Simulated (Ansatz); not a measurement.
**WSi2: pressure against volume**

WSi2, I4/mmm, a = 3.229 Å, c = 7.867 Å. Ansatz: PBE, PAW, 420 eV, Γ-centred 18×18×18 mesh on 3 atoms, Gaussian smearing 0.10 eV; no spin polarisation. Shape and atoms are relaxed at each volume; pressure is positive in compression.

```tsv
V (Å³/atom)	P (GPa)
12.031	?
12.441	25.19
12.851	15.41
13.261	7.09
13.671	0.01
14.082	-6.00
14.492	-11.10
15.039	-16.70
```

Take V0 = 13.671 Å³/atom, count pressures from its P0 = 0.01 GPa, fit the third-order Birch–Murnaghan form to the other rows, and predict the missing pressure.

With the Eulerian strain f = ½[(V0/V)^(2/3) − 1] and y = (P − P0)/[3f(1 + 2f)^(5/2)], the form is the line y = B0 + 1.5 B0 (B0′ − 4) f. Rows (f, y): 0.03244, 221.1; 0.02105, 220.0; 0.01025, 218.9; -0.00978, 215.2; -0.01907, 214.0; -0.03080, 212.0. Means f = 0.0006817, y = 216.87; Σ(Δf)² = 0.003006, ΣΔfΔy = 0.4450; the slope is their ratio. y = 216.8 + 148.0 f GPa, so B0 = 216.8 GPa and B0′ = 4 + 2 × (148.0)/(3 × 216.8) = 4.46. At V = 12.031, f = 0.04446, y = 223.38 and P = 36.88 GPa. The run gave 36.69 GPa, so the fit is 0.19 GPa too high, a small miss on the scale of the series.

Spin–orbit coupling is left out, which can shift energies with elements as heavy as these.